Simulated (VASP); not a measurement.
# GaSe (P6_3/mmc) in VASP: settings compared

One crystal, GaSe, is run at these levels: PBE, LDA; tasks: band structure.

Everything below comes from runs of VASP 6.6.1. Logs are shortened: lines on timing, memory, paths and dates and some standing lists are left out, and cuts for length are marked.

**1. The crystal as given**

It takes space group P6_3/mmc (No. 194, hexagonal). The conventional cell has a = 3.771 Å, b = 3.771 Å, c = 15.967 Å, α = 90.00°, β = 90.00°, γ = 120.00°. Around Ga (site symmetry 3m) lie 1 Ga at 2.44 Å and 3 Se at 2.48 Å. Se (site symmetry 3m) is surrounded by 3 Ga at 2.48 Å.

**2. Band structure, PBE**

The input, INCAR:

```
PREC = Accurate ; ENCUT = 520
EDIFF = 1E-7 ; ISMEAR = 0
SIGMA = 0.03 ; LREAL = False
LASPH = True ; NELM = 80
ALGO = Normal ; ISIF = 2
LWAVE = False ; LCHARG = False
GGA = PE ; NBANDS = 48
KPAR = 4
```

The input, KPOINTS:

```
Automatic mesh
0
Gamma
  12 12 2
```

The input, POSCAR:

```
GaSe                                    
1.0
    3.7709714895     -0.0000000000      0.0000000000
   -1.8854857447      3.2657571068     -0.0000000000
    0.0000000000      0.0000000000     15.9666906441
  Ga              Se            
     4     4
Direct
     0.3333333332999970    0.6666666667000030    0.1734622962948735
     0.6666666667000030    0.3333333332999970    0.6734622962948734
     0.3333333332999970    0.6666666667000030    0.3265377037051265
     0.6666666667000030    0.3333333332999970    0.8265377037051266
     0.3333333332999970    0.6666666667000030    0.5995067271578944
     0.6666666667000030    0.3333333332999970    0.0995067271578945
     0.3333333332999970    0.6666666667000030    0.9004932728421056
     0.6666666667000030    0.3333333332999970    0.4004932728421055
```

The input, KPOINTS_OPT:

```
explicit points
168
Reciprocal
 0.0000000000  0.0000000000  0.0000000000 1
 0.0555555556  0.0000000000  0.0000000000 1
 0.1111111111  0.0000000000  0.0000000000 1
 0.1666666667  0.0000000000  0.0000000000 1
 0.2222222222  0.0000000000  0.0000000000 1
 0.2777777778  0.0000000000  0.0000000000 1
[... 160 lines left out ...]
 0.5000000000  0.0000000000  0.0886755600 1
 0.5000000000  0.0000000000 -0.0886755600 1
```

Potentials or basis: VASP PAW PBE potentials, release 64 (Ga_d, Se).

Started as:

```console
$ cat potpaw_PBE.64/Ga_d/POTCAR potpaw_PBE.64/Se/POTCAR > POTCAR
$ mpirun -np 4 vasp_std > vasp.out
```

OUTCAR:

```text
PREC = Accurate
   ENCUT = 520
   EDIFF = 1E-7
   ISMEAR = 0
   LREAL = False
   LASPH = True
   NELM = 80
   ISIF = 2
   GGA = PE

 ion  position               nearest neighbor table
   1  0.333  0.667  0.173-   3 2.44   6 2.48   6 2.48   6 2.48
   2  0.667  0.333  0.673-   4 2.44   5 2.48   5 2.48   5 2.48
   3  0.333  0.667  0.327-   1 2.44   8 2.48   8 2.48   8 2.48
   4  0.667  0.333  0.827-   2 2.44   7 2.48   7 2.48   7 2.48
   5  0.333  0.667  0.600-   2 2.48   2 2.48   2 2.48
   6  0.667  0.333  0.100-   1 2.48   1 2.48   1 2.48
   7  0.333  0.667  0.900-   4 2.48   4 2.48   4 2.48
   8  0.667  0.333  0.400-   3 2.48   3 2.48   3 2.48

  LATTYP: Found a hexagonal cell.
 ALAT       =     3.7709714895
 C/A-ratio  =     4.2341053727

  Lattice vectors:

 A1 = (   3.7709714895,   0.0000000000,   0.0000000000)
 A2 = (  -1.8854857447,   3.2657571068,   0.0000000000)
 A3 = (   0.0000000000,   0.0000000000,  15.9666906441)

Analysis of symmetry for initial positions (statically):
=====================================================================
 Subroutine PRICEL returns:
 Original cell was already a primitive cell.

 Routine SETGRP: Setting up the symmetry group for a
 hexagonal supercell.

 Subroutine GETGRP returns: Found 24 space group operations
 (whereof 12 operations were pure point group operations)
 out of a pool of 24 trial point group operations.

The static configuration has the point symmetry D_3d.
 The point group associated with its full space group is D_6h.

Analysis of symmetry for dynamics (positions and initial velocities):
=====================================================================
 Subroutine PRICEL returns:
 Original cell was already a primitive cell.

 Routine SETGRP: Setting up the symmetry group for a
 hexagonal supercell.

 Subroutine GETGRP returns: Found 24 space group operations
 (whereof 12 operations were pure point group operations)
 out of a pool of 24 trial point group operations.

The dynamic configuration has the point symmetry D_3d.
 The point group associated with its full space group is D_6h.

 Subroutine INISYM returns: Found 24 space group operations
 (whereof 12 operations are pure point group operations),
 and found     1 'primitive' translations

----------------------------------------------------------------------------------------

[... 103 lines left out ...]
   NELM   =     80;   NELMIN=  2; NELMDL= -5     # of ELM steps
   EDIFF  = 0.1E-06   stopping-criterion for ELM
   LREAL  =      F    real-space projection
   EDIFFG = 0.1E-05   stopping-criterion for IOM
   NSW    =      0    number of steps for IOM
   IBRION =     -1    ionic relax: 0-MD 1-quasi-New 2-CG
   NFREE  =      0    steps in history (QN), initial steepest desc. (CG)
   ISIF   =      2    stress and relaxation
   ISYM   =      2    0-nonsym 1-usesym 2-fastsym
   POTIM  = 0.5000    time-step for ionic-motion
   TEBEG  =    0.0;   TEEND  =   0.0 temperature during run
   PSTRESS=    0.0 pullay stress
   NELECT =      76.0000    total number of electrons
   NUPDOWN=      -1.0000    fix difference up-down
   EMIN   =  10.00;   EMAX   =-10.00  energy-range for DOS
   EFERMI =   0.00;   METHOD = LEGACY
   ISMEAR =     0;   SIGMA  =   0.03  broadening in eV -4-tet -1-fermi 0-gaus
   EFERMI_NEDOS =   21; number of points for ismear=-14 and -15
   IALGO  =     38    algorithm
   IMIX   =      4    mixing-type and parameters
     AMIX     =   0.40;   BMIX     =  1.00
     AMIX_MAG =   1.60;   BMIX_MAG =  1.00
  volume/ion in A,a.u.               =      24.58       165.87
  Fermi-wavevector in a.u.,A,eV,Ry     =   1.192510  2.253517 19.348573  1.422080
  Thomas-Fermi vector in A             =   2.328546
   LORBIT       =      0    0 simple, 1 ext, 2 COOP (PROOUT), +10 PAW based schemes
   GGA     = PE    functional components
   LHFCALC =     F    Hartree Fock is set to
   AEXX    =    0.0000 exact exchange contribution
   IVDW    =     0    specifies the selected vdW correction
   LEPSILON=     F    determine dielectric tensor
   LRPA    =     F    only Hartree local field effects (RPA)
 non-spin polarized calculation
 Gauss-broadening in eV      SIGMA  =   0.03
  energy-cutoff  :      520.00
  volume of cell :      196.63
 maximum number of plane-waves:      5334
 NGX is ok and might be reduce to    28
   NGX = 13   NGY = 13   NGZ = 59

 number of electron      76.0000014 magnetization

 Free energy of the ion-electron system (eV)
  ---------------------------------------------------
  ext. energy  EPLUGINS =         0.00000000
  ---------------------------------------------------
  free energy    TOTEN  =       -30.23550586 eV

  energy without entropy =      -30.23550586  energy(sigma->0) =      -30.23550586

 E-fermi :   3.5613     XC(G=0):  -9.2443

 val. band max:        3.4142568468   @ k =   0.0000   0.0000   0.0000
 cond. band min:       4.2614869604   @ k =   0.0000   0.0000   0.0000
 fundamental gap:      0.8472301135
 Fermi energy:         3.5613288900

 k-point     1 :       0.0000    0.0000    0.0000
  band No.  band energies     occupation
      1     -11.7788      2.00000
      2     -11.7786      2.00000
      3     -11.6577      2.00000
      4     -11.6577      2.00000
      5     -11.6576      2.00000
      6     -11.6576      2.00000
[... 1213 lines left out ...]
     47       7.9743      0.00000
     48       7.9743      0.00000

 [... further k-points ...]
[... 5 lines left out ...]
  --------------------------------------------------------------------------------------
  -------------------------------------------------------------------------------------
  Total        2.4270447      2.4270447      2.5895003      0.0000000     -0.0000000      0.0000000
  in kB       19.7759024     19.7759024     21.0996137      0.0000000     -0.0000000      0.0000000
  external PRESSURE =      20.2171395 kB  Pullay stress =       0.0000000 kB

 VOLUME and BASIS-vectors are now :
 -----------------------------------------------------------------------------
  energy-cutoff  :      520.00
  volume of cell :      196.63
      direct lattice vectors                 reciprocal lattice vectors
     3.770971489  0.000000000  0.000000000     0.265183654  0.153103854  0.000000000
    -1.885485745  3.265757107  0.000000000     0.000000000  0.306207708  0.000000000
     0.000000000  0.000000000 15.966690644     0.000000000  0.000000000  0.062630386

 POSITION                                       TOTAL-FORCE (eV/Angst)
 -----------------------------------------------------------------------------------
     -0.00000      2.17717      2.76962        -0.000000     -0.000000     -0.013837
      1.88549      1.08859     10.75296         0.000000     -0.000000     -0.013837
     -0.00000      2.17717      5.21373         0.000000     -0.000000      0.013837
      1.88549      1.08859     13.19707        -0.000000      0.000000      0.013837
     -0.00000      2.17717      9.57214         0.000000      0.000000      0.007589
      1.88549      1.08859      1.58879         0.000000      0.000000      0.007589
     -0.00000      2.17717     14.37790         0.000000     -0.000000     -0.007589
      1.88549      1.08859      6.39455         0.000000     -0.000000     -0.007589
 -----------------------------------------------------------------------------------
    total drift:                               -0.000000      0.000000      0.000000

  FREE ENERGIE OF THE ION-ELECTRON SYSTEM (eV)
  ---------------------------------------------------
  free  energy   TOTEN  =       -30.2355058610 eV

  energy  without entropy=      -30.2355058610  energy(sigma->0) =      -30.23550586
```

OSZICAR:

```text
N       E                     dE             d eps       ncg     rms          rms(c)
DAV:   1     0.737284733192E+03    0.73728E+03   -0.34333E+04  4032   0.221E+03
DAV:   2     0.986679734203E+02   -0.63862E+03   -0.61176E+03  3856   0.633E+02
DAV:   3    -0.222496558306E+02   -0.12092E+03   -0.11615E+03  4384   0.179E+02
DAV:   4    -0.304981623385E+02   -0.82485E+01   -0.81829E+01  4568   0.490E+01
DAV:   5    -0.307235577862E+02   -0.22540E+00   -0.22516E+00  4264   0.822E+00    0.749E+00
DAV:   6    -0.302929663940E+02    0.43059E+00   -0.69607E-01  5216   0.125E+01    0.456E+00
DAV:   7    -0.302305481666E+02    0.62418E-01   -0.62443E-01  3912   0.371E+00    0.743E-01
DAV:   8    -0.302334686084E+02   -0.29204E-02   -0.90128E-02  4232   0.279E+00    0.424E-01
DAV:   9    -0.302352639998E+02   -0.17954E-02   -0.13346E-02  4160   0.989E-01    0.167E-01
DAV:  10    -0.302352582700E+02    0.57298E-05   -0.22614E-03  4520   0.322E-01    0.722E-02
[... 47 further cycles ...]
DAV:   1     0.600921322840E+05   -0.35838E+05     1680
DAV:   2     0.499527029978E+05   -0.10139E+05     1680
DAV:   3     0.481341397523E+05   -0.18186E+04     1768
DAV:   4     0.480095514125E+05   -0.12459E+03     1920
DAV:   5     0.480063449336E+05   -0.32065E+01     1696
DAV:   6     0.480061831782E+05   -0.16176E+00     2184
DAV:   7     0.480061791898E+05   -0.39884E-02     1936
DAV:   8     0.480061791422E+05   -0.47564E-04     2352
DAV:   9     0.480061791415E+05   -0.65381E-06     1504
DAV:  10     0.480061791415E+05   -0.27816E-07     1128
```

Run time: 4.9 min. Hardware: 4 MPI ranks of Intel Xeon Platinum 8375C at 2.90GHz (Ice Lake), shared host; peak memory 0.64 GiB.

Results:

```
Free energy             : -30.2355 eV
Pressure                : 2.0 GPa
Largest force           : 0.014 eV/Å
Band gap on the k mesh  : 0.85 eV, direct
Band gap along the path : 0.85 eV, direct
```

Forces on the atoms (eV/Å):
```
Ga   0.000  0.000 -0.014
Ga   0.000  0.000 -0.014
Ga   0.000  0.000  0.014
Ga   0.000  0.000  0.014
Se   0.000  0.000  0.008
Se   0.000  0.000  0.008
Se   0.000  0.000 -0.008
Se   0.000  0.000 -0.008
```

Levels at the corners of the path, in eV from the valence-band top:
| point | band 36 | band 37 | band 38 | band 39 | band 40 | band 41 |
| --- | --- | --- | --- | --- | --- | --- |
| Γ | -1.20 | -1.20 | 0.00 | 0.85 | 1.86 | 2.12 |
| M | -2.36 | -2.28 | -1.85 | 1.01 | 1.25 | 1.79 |
| M | -2.36 | -2.28 | -1.85 | 1.01 | 1.25 | 1.79 |
| K | -2.30 | -2.24 | -2.24 | 1.43 | 2.05 | 2.58 |
| K | -2.30 | -2.24 | -2.24 | 1.43 | 2.05 | 2.58 |
| Γ | -1.20 | -1.20 | 0.00 | 0.85 | 1.86 | 2.12 |
| Γ | -1.20 | -1.20 | 0.00 | 0.85 | 1.86 | 2.12 |
| A | -1.24 | -0.90 | -0.90 | 1.51 | 1.51 | 2.17 |
| A | -1.24 | -0.90 | -0.90 | 1.51 | 1.51 | 2.17 |
| L | -2.43 | -2.16 | -2.16 | 1.35 | 1.35 | 1.57 |
| L | -2.43 | -2.16 | -2.16 | 1.35 | 1.35 | 1.57 |
| H | -2.70 | -1.96 | -1.96 | 1.69 | 1.69 | 2.43 |
| H | -2.70 | -1.96 | -1.96 | 1.69 | 1.69 | 2.43 |
| A | -1.24 | -0.90 | -0.90 | 1.51 | 1.51 | 2.17 |
| L | -2.43 | -2.16 | -2.16 | 1.35 | 1.35 | 1.57 |
| M | -2.36 | -2.28 | -1.85 | 1.01 | 1.25 | 1.79 |
| K | -2.30 | -2.24 | -2.24 | 1.43 | 2.05 | 2.58 |
| H | -2.70 | -1.96 | -1.96 | 1.69 | 1.69 | 2.43 |

Caveat: this functional lacks dispersion, which binds the layers, so the pressure and a relaxed spacing across them are unreliable. Expect the measured gap to be larger: semilocal functionals such as PBE lack the derivative discontinuity.

(Continued in part 2 of 2.)
